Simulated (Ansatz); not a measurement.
# Cu3N: the cost of one run

Method: DFT PBE, scalar-relativistic, plane waves, PAW, in Ansatz 0.2.0.

The COD entry's cell or inner coordinates are ideal or old and differ from later refinements, so a difference from it is no clean test against experiment.

1 further run of the same task is left out (set aside as unsound or not needed).

## Step 1: The starting structure

It takes space group Pm-3m (No. 221, cubic). The conventional cell has a = 3.827 Å, b = 3.827 Å, c = 3.827 Å, α = 90.00°, β = 90.00°, γ = 90.00°. Cu (site symmetry 4/mmm) has 2 N at 1.91 Å as nearest neighbours. Around N (site symmetry m-3m) lie 6 Cu at 1.91 Å.

Coordinates:

```
Cu N
1.0
     3.82729    0.00000    0.00000
     0.00000    3.82729    0.00000
     0.00000    0.00000    3.82729
Cu N
3 1
Direct
  0.50000 0.00000 0.00000
  0.00000 0.50000 0.00000
  0.00000 0.00000 0.50000
  0.00000 0.00000 0.00000
```

It is the result of an earlier relaxation at this level (volume 14.02 Å³/atom; gap on the mesh: 0.22 eV).

## Step 2: Relaxing to 0.001 eV/Å

Response functions are second derivatives at a minimum, so forces and stress are first brought close to zero on the mesh and occupations that the response runs use.

Contents of input.yaml:

```yaml
crystal:
  lattice:
    - [3.8272904603, 0.0, 0.0]
    - [0.0, 3.8272904603, 0.0]
    - [0.0, 0.0, 3.8272904603]
  atoms:
    - { symbol: Cu, position: [0.5, 0.0, 0.0] }
    - { symbol: Cu, position: [0.0, 0.5, 0.0] }
    - { symbol: Cu, position: [0.0, 0.0, 0.5] }
    - { symbol: "N", position: [0.0, 0.0, 0.0] }
basis:
  ecutwfc: 420
kpoints:
  mp_grid: { grid: [10, 10, 10] }
hamiltonian:
  xc: pbe
scf:
  occupations: { method: gaussian, width: 0.01 }
output:
  forces: true
  stress: true
  eigenvalues: true
  write_density: true
  write_potential: true
  elf: true
  volumetric_format: npy
relax:
  adjacent_minimum: "off"
  f_tol: 0.001
  max_steps: 60
  cell: { stress_tol: 0.01 }
```

The run is started by

```sh
> ansatz run input.yaml --threads 1 --pin off --max-ram 2560MiB --backend cpu --events-out ev --progress --plain --runs-dir out
```

What time and memory should one allow on 1 thread of Intel Xeon at 2.70GHz, shared host?

About 25 s, with a peak of 0.42 GiB.
